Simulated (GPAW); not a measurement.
Here is a GPAW 26.7.0 calculation.

run.py

```python
from ase import Atoms
from ase.dft.bandgap import bandgap
from ase.io import write
from ase.units import GPa
from gpaw import GPAW, PW

atoms = Atoms(['Bi'],
              cell=[[-1.9814305318, 1.9814305318, 1.9814305318],
                    [1.9814305318, -1.9814305318, 1.9814305318],
                    [1.9814305318, 1.9814305318, -1.9814305318]],
              scaled_positions=[[0.0, 0.0, 0.0]],
              pbc=True)

calc = GPAW(mode=PW(600),
            xc='LDA',
            kpts={'size': (9, 9, 9), 'gamma': True},
            occupations={'name': 'fermi-dirac', 'width': 0.05},
            nbands=15,
            convergence={'density': 1e-05, 'energy': 1e-05},
            maxiter=150,
            txt='gpaw.txt')
atoms.calc = calc
energy = atoms.get_potential_energy()
forces = atoms.get_forces()
stress = atoms.get_stress()
calc.write('gs.gpw')
write('result.traj', atoms)
print(f'Energy: {energy:.6f} eV')
print('Forces (eV/A):')
print(forces.round(4))
print('Stress (GPa):', (stress / GPa).round(3))
print('Fermi level:', round(calc.get_fermi_level(), 4), 'eV')
print(f'Gap: {bandgap(calc)[0]:.4f} eV, direct: {bandgap(calc, direct=True)[0]:.4f} eV')
```

Potentials or basis: the program's PAW data sets (release 1.2.1) made for this functional, pw.

The run is started by

```console
$ OMP_NUM_THREADS=1 python run.py
```

(1) Estimate the band gap on the k mesh.

(2) Predict the pressure.

Answers

(1) none (metal or under the smearing width).

(2) -3.4 GPa.

Caveat: spin-orbit coupling is left out, which moves the levels of the heavy elements.
